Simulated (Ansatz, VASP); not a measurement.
## TiAl: VASP beside Ansatz

```xyz
2
Lattice="3.2209 0.0000 0.0000 0.0000 3.2209 0.0000 0.0000 0.0000 3.2209" Properties=species:S:1:pos:R:3 pbc="T T T"
Ti    0.0000    0.0000    0.0000
Al    1.6104    1.6104    1.6104
```

Change from the starting cell: volume scaled by 1.04.

Alike in both runs: task single point; functional LDA; k mesh 8 × 8 × 8; occupations fermi-dirac, width 0.05 eV; no spin polarisation.

|  | VASP | Ansatz |
| --- | --- | --- |
| version | VASP 6.6.1 | Ansatz 0.2.0 |
| potentials or method | VASP PAW LDA potentials, release 64 (Ti_sv, Al), cutoff 520 eV | all-electron LAPW, scalar-relativistic |

Ansatz gave:

```
gap on the k mesh at the Fermi level (eV) : none
pressure (GPa)                            : -9.5
```

**Question.** What did VASP give for the same quantities?

**Answer.** gap on the k mesh at the Fermi level (eV): none; pressure (GPa): -9.4.

A gap of «none» marks a metal or a gap that the smearing closes. Ansatz ran all-electron here, so the differences hold the error of VASP's frozen core and of both bases.
